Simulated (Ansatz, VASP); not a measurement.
# One calculation of Mg3H2, two programs

```xyz
5
Lattice="4.3340 0.0000 0.0000 0.0000 4.3340 0.0000 0.0000 0.0000 4.3340" Properties=species:S:1:pos:R:3 pbc="T T T"
Mg    0.0000    2.1670    2.1670
Mg    2.1670    0.0000    2.1670
Mg    2.1670    2.1670    0.0000
H     0.0000    0.0000    0.0000
H     2.1670    2.1670    2.1670
```

Alike in both runs: task relaxation of cell and atoms; functional PBE; k mesh 10 × 10 × 10; occupations gaussian, width 0.1 eV; no spin polarisation.

|  | VASP | Ansatz |
| --- | --- | --- |
| version | VASP 6.6.1 | Ansatz 0.2.0 |
| potentials or method | VASP PAW PBE potentials, release 64 (Mg, H) | scalar-relativistic, plane waves, PAW |
| plane-wave cutoff (eV) | 600 | 420 |
| valence electrons in the cell | 8 | 32 |

|  | VASP | Ansatz | Ansatz less VASP |
| --- | --- | --- | --- |
| gap on the k mesh at the Fermi level, each at its own relaxed structure (eV) | none | none | - |
| relaxed volume (Å³/atom) | 16.28 | 16.28 | 0.000 |
| relaxed cell length with the largest relative difference (Å) | 4.334 | 4.334 | 0.0000 |

A gap of «none» marks a metal or a gap that the smearing closes. The two sets of potentials don't hold the same shells in valence.

Caveats: the relaxation stopped at its first step, so nothing moved; the bands computed are all filled at some k points, so no gap is given.
